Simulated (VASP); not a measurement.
# SiC (Moissanite 3C) (F-43m) in VASP: notebook, part 2 of 2

VASP 6.6.1. The steps go on from the part before.

## 3. Band structure, PBE

Contents of INCAR:

```
SYSTEM = SiC
PREC = Accurate
ENCUT = 500
EDIFF = 1E-6
ISMEAR = -1
SIGMA = 0.05
LREAL = .False.
LASPH = .True.
NELM = 60
ALGO = Normal
ISIF = 2
LWAVE = .False.
LCHARG = .False.
GGA = PE
```

Contents of KPOINTS:

```
Automatic mesh
0
Gamma
  10 10 10
  0 0 0
```

Contents of POSCAR:

```
SiC
1.0
    0.0000000000      2.1790000000      2.1790000000
    2.1790000000      0.0000000000      2.1790000000
    2.1790000000      2.1790000000      0.0000000000
Si C
1 1
Direct
    0.0000000000      0.0000000000      0.0000000000
    0.7500000000      0.7500000000      0.7500000000
```

Contents of KPOINTS_OPT:

```
path GXWKGLUWLK,UX
10
line-mode
reciprocal
 0.0000000000  0.0000000000  0.0000000000  G
 0.5000000000  0.0000000000  0.5000000000  X

 0.5000000000  0.0000000000  0.5000000000  X
 0.5000000000  0.2500000000  0.7500000000  W

 0.5000000000  0.2500000000  0.7500000000  W
 0.3750000000  0.3750000000  0.7500000000  K

 0.3750000000  0.3750000000  0.7500000000  K
 0.0000000000  0.0000000000  0.0000000000  G

 0.0000000000  0.0000000000  0.0000000000  G
 0.5000000000  0.5000000000  0.5000000000  L

 0.5000000000  0.5000000000  0.5000000000  L
 0.6250000000  0.2500000000  0.6250000000  U

 0.6250000000  0.2500000000  0.6250000000  U
 0.5000000000  0.2500000000  0.7500000000  W

 0.5000000000  0.2500000000  0.7500000000  W
 0.5000000000  0.5000000000  0.5000000000  L

 0.5000000000  0.5000000000  0.5000000000  L
 0.3750000000  0.3750000000  0.7500000000  K

 0.6250000000  0.2500000000  0.6250000000  U
 0.5000000000  0.0000000000  0.5000000000  X
```

Potentials or basis: VASP PAW PBE potentials, release 64 (Si, C).

The run is started by

```sh
$ cat potpaw_PBE.64/Si/POTCAR potpaw_PBE.64/C/POTCAR > POTCAR
$ mpirun -np 1 vasp_std > vasp.out
```

Wall time 28 s (1 thread of AMD EPYC, shared host); peak memory 0.11 GiB.

It converged, with:

| Property | Result |
| --- | --- |
| Free energy | -15.0579 eV |
| Pressure | 3.2 GPa |
| Band gap on the k mesh | 1.36 eV, indirect (least direct gap 4.54 eV) |
| Band gap along the path | 1.36 eV, indirect (least direct gap 4.54 eV) |

Levels at the corners of the path, in eV from the valence-band top:
```csv
point,band 2,band 3,band 4,band 5,band 6,band 7
Γ,0.00,0.00,0.00,6.23,7.31,7.31
X,-7.79,-3.18,-3.18,1.36,4.32,14.04
X,-7.79,-3.18,-3.18,1.36,4.32,14.04
W,-7.02,-4.99,-4.69,5.21,9.45,9.46
W,-7.02,-4.99,-4.69,5.21,9.45,9.46
K,-7.27,-5.54,-2.59,3.11,7.77,11.85
K,-7.27,-5.54,-2.59,3.11,7.77,11.85
Γ,0.00,0.00,0.00,6.23,7.31,7.31
Γ,0.00,0.00,0.00,6.23,7.31,7.31
L,-8.53,-1.05,-1.05,5.43,7.23,7.23
L,-8.53,-1.05,-1.05,5.43,7.23,7.23
U,-7.27,-5.54,-2.59,3.11,7.77,11.85
U,-7.27,-5.54,-2.59,3.11,7.77,11.85
W,-7.02,-4.99,-4.69,5.21,9.45,9.46
W,-7.02,-4.99,-4.69,5.21,9.45,9.46
L,-8.53,-1.05,-1.05,5.43,7.23,7.23
L,-8.53,-1.05,-1.05,5.43,7.23,7.23
K,-7.27,-5.54,-2.59,3.11,7.77,11.85
U,-7.27,-5.54,-2.59,3.11,7.77,11.85
X,-7.79,-3.18,-3.18,1.36,4.32,14.04
```

## 4. Band structure, PBE

POSCAR is that of step 3.

Contents of INCAR.step1:

```
  ALGO = Normal
  EDIFF = 1E-6
  ENCUT = 520
  GGA = PE
  ISIF = 2
  ISMEAR = -1
  LASPH = True
  LCHARG = True
  LREAL = False
  LWAVE = False
  NELM = 100
  PREC = Accurate
  SIGMA = 0.05
```

Contents of KPOINTS.step1:

```
k-points
0
Gamma
  10 10 10
```

Contents of INCAR.step2:

```
  ALGO = Normal
  EDIFF = 1E-6
  ENCUT = 520
  GGA = PE
  ICHARG = 11
  ISIF = 2
  ISMEAR = 0
  LASPH = True
  LCHARG = False
  LREAL = False
  LWAVE = False
  NELM = 100
  PREC = Accurate
  SIGMA = 0.05
```

Contents of KPOINTS.step2:

```
path GXWKGLUWLK,UX
10
line-mode
reciprocal
 0.0000000000  0.0000000000  0.0000000000  G
 0.5000000000  0.0000000000  0.5000000000  X

 0.5000000000  0.0000000000  0.5000000000  X
 0.5000000000  0.2500000000  0.7500000000  W

 0.5000000000  0.2500000000  0.7500000000  W
 0.3750000000  0.3750000000  0.7500000000  K

 0.3750000000  0.3750000000  0.7500000000  K
 0.0000000000  0.0000000000  0.0000000000  G

 0.0000000000  0.0000000000  0.0000000000  G
 0.5000000000  0.5000000000  0.5000000000  L

 0.5000000000  0.5000000000  0.5000000000  L
 0.6250000000  0.2500000000  0.6250000000  U

 0.6250000000  0.2500000000  0.6250000000  U
 0.5000000000  0.2500000000  0.7500000000  W

 0.5000000000  0.2500000000  0.7500000000  W
 0.5000000000  0.5000000000  0.5000000000  L

 0.5000000000  0.5000000000  0.5000000000  L
 0.3750000000  0.3750000000  0.7500000000  K

 0.6250000000  0.2500000000  0.6250000000  U
 0.5000000000  0.0000000000  0.5000000000  X
```

Potentials or basis: VASP PAW PBE potentials, release 64 (Si, C).

The run is started by

```sh
$ cat potpaw_PBE.64/Si/POTCAR potpaw_PBE.64/C/POTCAR > POTCAR
$ cp INCAR.step1 INCAR
$ cp KPOINTS.step1 KPOINTS
$ mpirun -np 1 vasp_std > vasp.out
$ cp INCAR.step2 INCAR
$ cp KPOINTS.step2 KPOINTS
$ mpirun -np 1 vasp_std > vasp.out
```

OUTCAR:

```text
EDIFF = 1E-6
   ENCUT = 520
   GGA = PE
   ICHARG = 11
   ISIF = 2
   ISMEAR = 0
   LASPH = True
   LREAL = False
   NELM = 100
   PREC = Accurate

 ion  position               nearest neighbor table
   1  0.000  0.000  0.000-   2 1.89   2 1.89   2 1.89   2 1.89
   2  0.750  0.750  0.750-   1 1.89   1 1.89   1 1.89   1 1.89

  LATTYP: Found a face centered cubic cell.
 ALAT       =     4.3580000000

  Lattice vectors:

 A1 = (   0.0000000000,   2.1790000000,   2.1790000000)
[... 445 lines left out ...]
------------------------ aborting loop because EDIFF is reached ----------------------------------------

  FORCE on cell =-STRESS in cart. coord.  units (eV):
  Direction    XX          YY          ZZ          XY          YZ          ZX
  --------------------------------------------------------------------------------------
  -------------------------------------------------------------------------------------
  Total       -0.1061258     -0.1061258     -0.1061258      0.0000000     -0.0000000      0.0000000
  in kB       -8.2173154     -8.2173154     -8.2173154      0.0000000     -0.0000000      0.0000000
  external PRESSURE =      -8.2173154 kB  Pullay stress =       0.0000000 kB

 VOLUME and BASIS-vectors are now :
 -----------------------------------------------------------------------------
  energy-cutoff  :      520.00
  volume of cell :       20.69
      direct lattice vectors                 reciprocal lattice vectors
     0.000000000  2.179000000  2.179000000    -0.229463056  0.229463056  0.229463056
     2.179000000  0.000000000  2.179000000     0.229463056 -0.229463056  0.229463056
     2.179000000  2.179000000  0.000000000     0.229463056  0.229463056 -0.229463056

 POSITION                                       TOTAL-FORCE (eV/Angst)
 -----------------------------------------------------------------------------------
      0.00000      0.00000      0.00000         0.000000      0.000000      0.000000
      3.26850      3.26850      3.26850        -0.000000     -0.000000     -0.000000
 -----------------------------------------------------------------------------------
    total drift:                               -0.000000     -0.000000     -0.000000

  FREE ENERGIE OF THE ION-ELECTRON SYSTEM (eV)
  ---------------------------------------------------
  free  energy   TOTEN  =       -15.4985292512 eV

  energy  without entropy=      -15.4985292512  energy(sigma->0) =      -15.49852925
```

OUTCAR.step1:

```text
EDIFF = 1E-6
   ENCUT = 520
   GGA = PE
   ISIF = 2
   ISMEAR = -1
[... 485 lines left out ...]
 -----------------------------------------------------------------------------------
      0.00000      0.00000      0.00000         0.000000      0.000000      0.000000
      3.26850      3.26850      3.26850        -0.000000     -0.000000     -0.000000
 -----------------------------------------------------------------------------------
    total drift:                               -0.000000     -0.000000     -0.000000

  FREE ENERGIE OF THE ION-ELECTRON SYSTEM (eV)
  ---------------------------------------------------
  free  energy   TOTEN  =       -15.0577193818 eV

  energy  without entropy=      -15.0577193648  energy(sigma->0) =      -15.05771937
```

Run time: 32 s. Hardware: 1 thread of AMD EPYC, shared host; peak memory 0.1 GiB.

Results:

- Band gap on the k mesh: 1.36 eV, indirect (least direct gap 4.54 eV)
- Band gap along the path: 1.36 eV, indirect (least direct gap 4.54 eV)

Levels at the corners of the path, in eV from the valence-band top:
```tsv
point	band 2	band 3	band 4	band 5	band 6	band 7
Γ	0.00	0.00	0.00	6.23	7.31	7.31
X	-7.79	-3.18	-3.18	1.36	4.32	14.04
X	-7.79	-3.18	-3.18	1.36	4.32	14.04
W	-7.02	-4.99	-4.69	5.21	9.45	9.46
W	-7.02	-4.99	-4.69	5.21	9.45	9.46
K	-7.27	-5.54	-2.59	3.11	7.77	11.85
K	-7.27	-5.54	-2.59	3.11	7.77	11.85
Γ	0.00	0.00	0.00	6.23	7.31	7.31
Γ	0.00	0.00	0.00	6.23	7.31	7.31
L	-8.53	-1.05	-1.05	5.43	7.23	7.23
L	-8.53	-1.05	-1.05	5.43	7.23	7.23
U	-7.27	-5.54	-2.59	3.11	7.77	11.85
U	-7.27	-5.54	-2.59	3.11	7.77	11.85
W	-7.02	-4.99	-4.69	5.21	9.45	9.46
W	-7.02	-4.99	-4.69	5.21	9.45	9.46
L	-8.53	-1.05	-1.05	5.43	7.23	7.23
L	-8.53	-1.05	-1.05	5.43	7.23	7.23
K	-7.27	-5.54	-2.59	3.11	7.77	11.85
U	-7.27	-5.54	-2.59	3.11	7.77	11.85
X	-7.79	-3.18	-3.18	1.36	4.32	14.04
```

Caveat: the log is that of the step along the path at fixed density, whose energy, stress, charges and moments have no meaning.

## 5. For comparison

An earlier run on the cell as given: functional PBE; potentials or basis VASP PAW PBE potentials, release 64 (Si, C); cutoff 520 eV; k mesh 10 × 10 × 10; occupations fermi-dirac, width 0.05 eV; no spin polarisation.

- Pressure: 3.2 GPa
- Band gap on the k mesh: 1.36 eV, indirect (least direct gap 4.54 eV)

## 6. Summary

| task | level | cell | k mesh | cutoff (eV) | grid for exact exchange (PRECFOCK) | exchange at q = 0 | share of exact exchange | mesh quality | gap on the mesh (eV) | pressure (GPa) |
| --- | --- | --- | --- | --- | --- | --- | --- | --- | --- | --- |
| relaxation of cell and atoms | PBE-EpsX | relaxed | 5 × 5 × 5 | 600 | Normal | default | 0.1429 | coarse | 2.77 | 0.1 |
| band structure | PBE | as given | 10 × 10 × 10 | 500 | - | - | - | not flagged | 1.36 | 3.2 |
| band structure | PBE | as given | 10 × 10 × 10 | 520 | - | - | - | not flagged | 1.36 | - |
| single point | PBE | as given | 10 × 10 × 10 | 520 | - | - | - | not flagged | 1.36 | 3.2 |

Alike in all rows: potentials or basis VASP PAW PBE potentials, release 64 (Si, C); no spin polarisation; smearing fermi-dirac 0.05 eV.

Caveats: some runs use coarse meshes; the relaxation stopped at its first step, so nothing moved (some runs); the PAW data sets were made with another functional, which shifts forces and pressure a little (some runs); an odd mesh through Γ misses points on the zone boundary, where band edges often lie (some runs).

Total energies depend on the potentials used, so only differences within one code and one set of settings carry meaning.

## 7. Against experiment

Step 3. A measured gap of SiC is 2.4 eV (indirect; quoted in “Insight into the structural, elastic and electronic properties of a new orthorhombic 6O-SiC polytype”, 2020, pmc:7200658); the calculated 1.36 eV misses it by -1.04 eV. The value is that of PBE, without temperature or zero-point motion. Semilocal functionals fall short of measured gaps as a rule.

Step 4. A measured gap of SiC is 2.4 eV (indirect; quoted in “Insight into the structural, elastic and electronic properties of a new orthorhombic 6O-SiC polytype”, 2020, pmc:7200658); the calculated 1.36 eV misses it by -1.04 eV. The value is that of PBE, without temperature or zero-point motion. Semilocal functionals fall short of measured gaps as a rule.
